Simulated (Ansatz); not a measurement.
Relax this structure to zero stress and force, keeping its symmetry:

```
CELL_PARAMETERS angstrom
3.37427 0.00000 0.00000
-1.68714 2.92221 0.00000
0.00000 0.00000 11.71741
ATOMIC_POSITIONS crystal
Hf 0.66667 0.33333 0.89981
Hf 0.33333 0.66667 0.39981
Hf 0.66667 0.33333 0.60019
Hf 0.33333 0.66667 0.10019
S 0.00000 0.00000 0.75000
S 0.00000 0.00000 0.25000
```

Method: DFT r2SCAN, scalar-relativistic, plane waves, PAW (Ansatz 0.2.0).

Plane waves to 500 eV, a k mesh through Γ of 12×12×4 on the computed 6-atom cell and Gaussian smearing (0.10 eV); no spin polarisation.

Q: What does it relax to?

A: The volume rises by 0.12 Å³/atom to 19.38 Å³/atom, and the energy falls by 0.3 meV/atom. Final structure:
```yaml
crystal:
  lattice:
    - [3.38143, 0.00000, 0.00000]
    - [-1.69071, 2.92840, 0.00000]
    - [0.00000, 0.00000, 11.74095]
  atoms:
    - { symbol: Hf, position: [0.66667, 0.33333, 0.89973] }
    - { symbol: Hf, position: [0.33333, 0.66667, 0.39973] }
    - { symbol: Hf, position: [0.66667, 0.33333, 0.60027] }
    - { symbol: Hf, position: [0.33333, 0.66667, 0.10027] }
    - { symbol: S, position: [0.00000, 0.00000, 0.75000] }
    - { symbol: S, position: [0.00000, 0.00000, 0.25000] }
```

Spin–orbit coupling is left out, which can shift energies with elements as heavy as these.